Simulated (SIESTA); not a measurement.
ZnS (Wurtzite-6H):

```xyz
12
Lattice="3.8120 0.0000 0.0000 -1.9060 3.3013 0.0000 0.0000 0.0000 18.6900" Properties=species:S:1:pos:R:3 pbc="T T T"
Zn    0.0000    2.2009   15.5749
Zn    1.9060    1.1004    6.2299
Zn    1.9060    1.1004   12.4601
Zn    0.0000    2.2009    3.1151
Zn    0.0000    0.0000    9.3450
Zn    0.0000    0.0000    0.0000
S     0.0000    2.2009   17.9112
S     1.9060    1.1004    8.5662
S     1.9060    1.1004   14.7963
S     0.0000    2.2009    5.4513
S     0.0000    0.0000   11.6812
S     0.0000    0.0000    2.3362
```

Base run:

```yaml
Program: SIESTA 5.4.2
Functional: PBE
Potentials_or_basis: PseudoDojo 0.4 standard (PBE files)
Basis: DZP (energy shift 0.002 Ry)
Grid_cutoff: 800 Ry
Energy_shift: 0.002 Ry
k_mesh: 8 × 8 × 2
Occupations: fermi-dirac, width 0.05 eV
Spin: no spin polarisation
```

Its results: band gap on the k mesh 2.82 eV, direct; pressure 4.0 GPa; largest force 0.035 eV/Å.

Problem. After a change of settings the same cell gave: band gap on the k mesh 2.56 eV, direct; pressure 3.7 GPa; largest force 0.039 eV/Å. Which change was it?
A. functional from PBE to RPBE
B. functional from PBE to AM05; potentials or basis from PseudoDojo 0.4 standard (PBE files) to PseudoDojo 0.4 standard (PBEsol files)
C. basis from DZP (energy shift 0.002 Ry) to TZP (energy shift 0.002 Ry)
D. basis from DZP (energy shift 0.002 Ry) to TZP (energy shift 0.01 Ry); energy shift from 0.002 Ry to 0.01 Ry

Solution. C.

Caveats: semicore shells carry a single zeta, which can move pressures by several GPa and volumes by a few percent; the valence orbitals were made in a potential fitted to the semicore shell under them, which widens gaps by tenths of an eV or more; the cell's inner coordinates are idealised or old, which leaves forces on the atoms; the basis of atomic orbitals isn't converged, which shifts pressures, moduli and gaps.

Not every run made on this cell is shown here.
